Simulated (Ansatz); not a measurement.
## Ge under changes of volume

One of the cells (22.639 Å³/atom); the others are scaled copies at fixed shape and fractional positions:

```
Ge
1.0
     0.00000    2.82891    2.82891
     2.82891    0.00000    2.82891
     2.82891    2.82891    0.00000
Ge
2
Direct
  0.75000 0.75000 0.75000
  0.50000 0.50000 0.50000
```

```yaml
Program: Ansatz 0.2.0
Functional: PBE
Potentials_or_basis: Ansatz PAW earlier set
Cutoff: "820 eV (not typed: the program's choice for these potentials)"
k_mesh: 8 × 8 × 8
Occupations: fermi-dirac, width 0.05 eV
Spin: no spin polarisation
```

```tsv
volume (Å³/atom)	energy over the lowest point (meV/atom)	pressure (GPa)
21.281	?	?
21.733	43.11	7.0
22.186	26.00	5.2
22.639	13.65	3.6
23.092	5.40	2.2
23.545	0.97	0.9
23.997	0.00	-0.2
```

Question: What does the run at 21.281 Å³/atom give?

Answer: Energy over the lowest point 65.63 meV/atom; pressure 9.0 GPa.

Worked out: A Birch-Murnaghan fit of order 3 (a polynomial in V^(-2/3)) to the other rows has its minimum at 23.91 Å³/atom with B0 = V·E''(V) = 59 GPa and B' = 4.3. It gives 65.28 meV/atom at 21.281 Å³/atom, against the run's 65.63, and -dE/dV = 8.8 GPa, against 9.0.

Energies are extrapolated to zero smearing.
